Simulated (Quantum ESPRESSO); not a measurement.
# AlN: band structure with r2SCAN

**Measured values to compare with.**

“Structural and optical properties of self-assembled AlN nanowires grown on SiO2/Si substrates by molecular beam epitaxy”, 2024, arxiv:2402.00216 quotes, for a bulk crystal of AlN at 0 K: band gap 6.0343 eV (an exciton energy, a little under the gap).

The system is AlN.

```
CELL_PARAMETERS angstrom
3.11300 0.00000 0.00000
-1.55650 2.69594 0.00000
0.00000 0.00000 4.98100
ATOMIC_POSITIONS crystal
Al 0.66667 0.33333 0.50000
Al 0.33333 0.66667 0.00000
N 0.66667 0.33333 0.88000
N 0.33333 0.66667 0.38000
```

* Program: Quantum ESPRESSO 7.5
* Task: band structure
* Functional: r2SCAN
* Potentials or basis: SG15 PBE 1.2
* Cutoff: 1197 eV
* Density cutoff: 4789 eV
* k mesh: 8 × 8 × 4
* Occupations: fermi-dirac, width 0.05 eV
* Spin: no spin polarisation
* Symmetry: off
* Mixing beta: 0.5
* Most SCF iterations: 120
* SCF threshold: 1e-08 Ry

```
Pressure                : 0.2 GPa
Largest force           : 0.148 eV/Å
Band gap on the k mesh  : 4.71 eV, direct
Band gap along the path : 4.71 eV, direct
```

Forces in eV/Å, atoms in the order of the input:
```
Al   0.000  0.000 -0.148
Al   0.000  0.000 -0.148
N    0.000  0.000  0.148
N    0.000  0.000  0.148
```

Stress tensor (GPa, compression positive):
```
-0.27  0.00  0.00
 0.00 -0.27  0.00
 0.00  0.00  1.09
```

Levels at the corners of the path, in eV from the valence-band top:
| point | band 14 | band 15 | band 16 | band 17 | band 18 | band 19 |
| --- | --- | --- | --- | --- | --- | --- |
| Γ | -0.19 | -0.19 | 0.00 | 4.71 | 7.43 | 11.55 |
| M | -2.09 | -1.76 | -0.67 | 6.45 | 6.56 | 8.95 |
| K | -2.47 | -2.39 | -2.39 | 5.70 | 9.15 | 10.57 |
| Γ | -0.19 | -0.19 | 0.00 | 4.71 | 7.43 | 11.55 |
| A | -0.53 | -0.53 | -0.53 | 7.11 | 7.11 | 11.35 |
| L | -1.45 | -1.37 | -1.37 | 5.98 | 5.98 | 10.19 |
| H | -3.87 | -0.78 | -0.78 | 8.15 | 8.15 | 8.66 |
| A | -0.53 | -0.53 | -0.53 | 7.11 | 7.11 | 11.35 |
| L | -1.45 | -1.37 | -1.37 | 5.98 | 5.98 | 10.19 |
| M | -2.09 | -1.76 | -0.67 | 6.45 | 6.56 | 8.95 |
| K | -2.47 | -2.39 | -2.39 | 5.70 | 9.15 | 10.57 |
| H | -3.87 | -0.78 | -0.78 | 8.15 | 8.15 | 8.66 |

Run time: 83 s on 4 MPI ranks on Intel(R) Xeon(R) 6975P-C (Granite Rapids), with other jobs on the host, peak memory 0.52 GiB a rank.

A measured gap of AlN is 6.0343 eV (an exciton energy, a little under the gap; 0 K; quoted in “Structural and optical properties of self-assembled AlN nanowires grown on SiO2/Si substrates by molecular beam epitaxy”, 2024, arxiv:2402.00216); the calculated 4.71 eV misses it by -1.33 eV. 2 values of this kind are on record (6.034 to 6.0343 eV); this one was drawn at random. The value is that of r2SCAN, without temperature or zero-point motion.

Caveat: the potentials were made for another functional, which shifts forces and pressure.
